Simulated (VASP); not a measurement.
# ZnSe in VASP: one cell, several levels of theory

What does VASP give for ZnSe (zincblende), under +1.0 % strain along z alone, the cell held fixed? Runs: PBE, r2SCAN.

Code: VASP 6.6.1. PAW datasets, plane waves. Computed at 0 K without zero-point motion; spin polarisation is off.

**1. The structure to begin with**

The cell comes from an earlier relaxation with r2SCAN in another program, then strained, with the atoms relaxed again.

The symmetry is I-4m2 (No. 119, tetragonal); conventional cell a = 4.006 Å, c = 5.721 Å, 22.95 Å³ an atom. Zn has 4 Se at 2.46 Å; Se has 4 Zn at 2.46 Å.

Coordinates:

Space group I-4m2 (No. 119). a = 4.006 Å, b = 4.006 Å, c = 5.721 Å, α = 90.00°, β = 90.00°, γ = 90.00°
| atom | site | symmetry | x | y | z |
| --- | --- | --- | --- | --- | --- |
| Zn | 2a | -4m2 | 0.0000 | 0.0000 | 0.0000 |
| Se | 2d | -4m2 | 0.5000 | 0.0000 | 0.2500 |

**2. Single point with PBE**

File INCAR:

```
ENCUT = 520.000000
SIGMA = 0.020000
EDIFF = 1.00e-07
GGA = PE
PREC = Accurate
IBRION = -1
ISIF = 2
ISMEAR = -1
NBANDS = 16
NELM = 120
NSW = 0
LASPH = .TRUE.
LCHARG = .FALSE.
LWAVE = .FALSE.
LREAL = .FALSE.
```

File KPOINTS:

```
KPOINTS created by Atomic Simulation Environment
0
Gamma
8 8 8
0 0 0
```

File KPOINTS_OPT:

```
special points
6
Reciprocal
0.0000000000 0.0000000000 0.0000000000 1
-0.5000000000 -0.5000000000 0.0000000000 1
-0.3750000000 -0.3750000000 0.2500000000 1
-0.3750000000 0.0000000000 0.3750000000 1
0.0000000000 0.0000000000 0.5000000000 1
-0.5000000000 -0.2500000000 0.2500000000 1
```

File POSCAR:

```
Zn Se
 1.0000000000000000
     0.0000000000000000    2.8324206844000002    2.8607448912000000
     2.8324206844000002    0.0000000000000000    2.8607448912000000
     2.8324206844000002    2.8324206844000002    0.0000000000000000
 Zn  Se
   1   1
Cartesian
  0.0000000000000000  0.0000000000000000  0.0000000000000000
  1.4162103422000001  1.4162103422000001  1.4303724456000000
```

Potentials: the recommended PBE PAW datasets, 18 valence electrons in the neutral cell.

Run with:

```
> mpirun -np 1 vasp_std
```

**3. r2SCAN at this geometry**

File INCAR:

```
ENCUT = 520.000000
SIGMA = 0.010000
EDIFF = 1.00e-07
ALGO = Normal
METAGGA = R2SCAN
PREC = Accurate
IBRION = -1
ISIF = 2
ISMEAR = 0
NBANDS = 16
NELM = 120
NSW = 0
LASPH = .TRUE.
LCHARG = .FALSE.
LWAVE = .FALSE.
LREAL = .FALSE.
```

KPOINTS is that of step 2.

KPOINTS_OPT is that of step 2.

POSCAR is that of step 2.

Before running it: what results should come out? Wanted: for each run, gap; pressure.

The runs gave:

| level | gap (eV) | pressure (GPa) |
| --- | --- | --- |
| PBE | 1.24 | 1.78 |
| r2SCAN | 1.82 | -0.53 |

The gap spans 1.24 eV (PBE) to 1.82 eV (r2SCAN). At this one volume the pressure spans -0.5 GPa (r2SCAN) to 1.8 GPa (PBE): PBE wants the largest cell and r2SCAN the smallest.
